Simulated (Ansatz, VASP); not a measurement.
Ta in VASP and in Ansatz

```
Ta
1.0
    -1.61000    1.61000    1.73384
     1.61000   -1.61000    1.73384
     1.61000    1.61000   -1.73384
Ta
1
Direct
  0.00000 0.00000 0.00000
```

Change from the starting cell: strain -0.025 along x and y, +0.050 along z, atoms carried along.

Alike in both runs: task single point; functional PBEsol; k mesh 20 × 20 × 20; occupations gaussian, width 0.15 eV; no spin polarisation.

|  | VASP | Ansatz |
| --- | --- | --- |
| version | VASP 6.6.1 | Ansatz 0.2.0 |
| potentials or method | VASP PAW PBE potentials, release 64 (Ta_pv) | scalar-relativistic, plane waves, PAW |
| plane-wave cutoff (eV) | 520 | 420 |
| valence electrons in the cell | 11 | 13 |

|  | VASP | Ansatz | Ansatz less VASP |
| --- | --- | --- | --- |
| gap on the k mesh at the Fermi level (eV) | none | none | - |
| pressure (GPa) | -2.9 | -3.0 | -0.15 |
| largest component of the traceless stress (GPa) | 5.26 | 5.27 | +0.007 |

A gap of «none» marks a metal or a gap that the smearing closes. The two sets of potentials don't hold the same shells in valence.

Caveats: the PAW data sets were made with another functional, which shifts forces and pressure a little (VASP). The runs have no spin-orbit coupling, so splittings on Ta are missing.
